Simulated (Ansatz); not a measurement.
Input and command of a plane-wave DFT calculation in Ansatz:

```yaml
crystal:
  lattice:
    - [0.0, 2.6562539604, 2.6562539604]
    - [2.6562539604, 0.0, 2.6562539604]
    - [2.6562539604, 2.6562539604, 0.0]
  atoms:
    - { symbol: Co, position: [0.0, 0.0, 0.0] }
    - { symbol: Si, position: [0.25, 0.25, 0.1652942439] }
    - { symbol: Si, position: [0.75, 0.75, 0.75] }
basis:
  ecutwfc: 420
kpoints:
  mp_grid: { grid: [16, 16, 16] }
hamiltonian:
  xc: pbesol
scf:
  occupations: { method: gaussian, width: 0.15 }
output:
  forces: true
  stress: true
  eigenvalues: true
```

```bash
ansatz run input.yaml --threads 2 --pin off --max-ram 5120MiB --backend cpu --events-out ev --progress --plain --runs-dir out
```

Processor: Intel(R) Xeon(R) 6975P-C (Granite Rapids), 2 threads, on a host shared with other jobs.

How long does it run, and how much memory does it take?

About 15 s on 2 threads of Intel(R) Xeon(R) 6975P-C (Granite Rapids) (shared host), peak memory 1 GiB. It solves 17 bands at 1098 k points (the mesh reduced by the symmetry that the task leaves, which can be less than the crystal's) with about 725 plane waves, in 7 SCF iterations.
